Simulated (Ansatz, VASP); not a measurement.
# Y in VASP and in Ansatz

INCAR

```
PREC = Accurate
ENCUT = 520
EDIFF = 1E-6
ISMEAR = -1
SIGMA = 0.05
LREAL = False
LASPH = True
NELM = 100
ALGO = Normal
ISIF = 2
LWAVE = False
LCHARG = True
GGA = PE
LELF = True
LVHAR = True
NBANDS = 18
```

Contents of KPOINTS:

```
Automatic mesh
0
Gamma
  9 9 9
```

File POSCAR:

```
Y
1.0
    0.0000000000      3.5879857204      3.5879857204
    3.5879857204      0.0000000000      3.5879857204
    3.5879857204      3.5879857204      0.0000000000
Y
2
Direct
    0.0000000000      0.0000000000      0.0000000000
    0.2500000000      0.2500000000      0.2500000000
```

Input for Ansatz:

```yaml
crystal:
  lattice:
    - [0.0, 3.5879857204, 3.5879857204]
    - [3.5879857204, 0.0, 3.5879857204]
    - [3.5879857204, 3.5879857204, 0.0]
  atoms:
    - { symbol: "Y", position: [0.0, 0.0, 0.0] }
    - { symbol: "Y", position: [0.25, 0.25, 0.25] }
kpoints:
  mp_grid: { grid: [9, 9, 9] }
scf:
  occupations: { method: fermi_dirac, width: 0.05 }
hamiltonian:
  xc: pbe
  pseudopotentials: { kind: all_electron, lapw: { basis_error: 0.001 } }
output:
  forces: true
  stress: true
  eigenvalues: true
```

Change from the starting cell: volume scaled by 1.06.

Alike in both runs: task single point; functional PBE; k mesh 9 × 9 × 9; occupations fermi-dirac, width 0.05 eV; no spin polarisation.

```csv
,VASP,Ansatz
version,VASP 6.6.1,Ansatz 0.2.0
potentials or method,"VASP PAW PBE potentials, release 64 (Y_sv)","all-electron LAPW, scalar-relativistic"
plane-wave cutoff (eV),520,see its input
```

|  | VASP | Ansatz | Ansatz less VASP |
| --- | --- | --- | --- |
| pressure (GPa) | -0.5 | -0.5 | -0.02 |

Ansatz ran all-electron here, so the differences hold the error of VASP's frozen core and of both bases.
